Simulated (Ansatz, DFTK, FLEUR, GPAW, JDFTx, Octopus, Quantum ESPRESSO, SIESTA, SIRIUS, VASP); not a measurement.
One calculation of BN, 11 ways

```
N B
1.0
     2.55394    0.00000    0.00000
    -1.27697    2.21178    0.00000
     0.00000    0.00000    4.22685
N B
2 2
Direct
  0.33333 0.66667 0.12528
  0.66667 0.33333 0.62528
  0.33333 0.66667 0.49972
  0.66667 0.33333 0.99972
```

Measurements of this composition are mostly on another form, of space group No. 194.

Alike in all runs: task single point; functional PBEsol; k mesh 12 × 12 × 6; occupations fermi-dirac, width 0.05 eV; no spin polarisation; no spin-orbit coupling. Pressure is positive in compression and, in plane waves, holds the error of the finite cutoff.

```tsv
program and potentials	plane-wave cutoff (eV)	notes	band gap (eV)	pressure (GPa)
SIRIUS, all-electron FP-LAPW, apw+lo standard	-	-	4.98	-
SIRIUS, PseudoDojo 0.4.1 PBEsol standard (scalar relativistic)	1152	-	5.04	-5.33
SIESTA, files PseudoDojo sr-pbesol-0.4.1-standard, DZP (energy shift 0.003 Ry)	-	atomic basis	5.09	-2.11
JDFTx, PseudoDojo-SR-PBEsol-0.4.1-standard with smoothed tails	1143	-	5.04	-5.33
VASP, PBE PAW files B, N, 520 eV	520	potentials made for PBE	4.97	-5.35
FLEUR, all-electron, FLAPW	-	-	4.97	-
Ansatz, all-electron LAPW, scalar-relativistic	-	-	4.98	-5.89
GPAW, PAW data sets generated for this functional	800	-	4.98	-7.12
Octopus, pseudodojo_pbesol (PseudoDojo 0.4, PBEsol)	-	-	5.04	-
Quantum ESPRESSO, GBRV 1.5 PBEsol	612	-	4.97	-5.37
DFTK, PseudoDojo SR PBEsol 0.4.1 standard (PBEsol)	1143	-	5.04	-5.33
```

The band gap spans 4.97 (VASP, PBE PAW files B, N, 520 eV) to 5.09 eV (SIESTA, files PseudoDojo sr-pbesol-0.4.1-standard, DZP (energy shift 0.003 Ry)), with all-electron results at 4.97 to 4.98. The pressure spans -7.12 (GPAW, PAW data sets generated for this functional) to -2.11 GPa (SIESTA, files PseudoDojo sr-pbesol-0.4.1-standard, DZP (energy shift 0.003 Ry)), with all-electron results at -5.89. The pressure on the cell as given of SIESTA, files PseudoDojo sr-pbesol-0.4.1-standard, DZP (energy shift 0.003 Ry); GPAW, PAW data sets generated for this functional lies far from the others; the cause wasn't traced. The gap is indirect and read on the mesh alone. Rows in atomic bases carry the error of their basis and grid, which can be large.

Differences between rows come from potentials, basis sets and numerical settings, since the functional is the same but for its coding. Runs on potential files found faulty are left out.
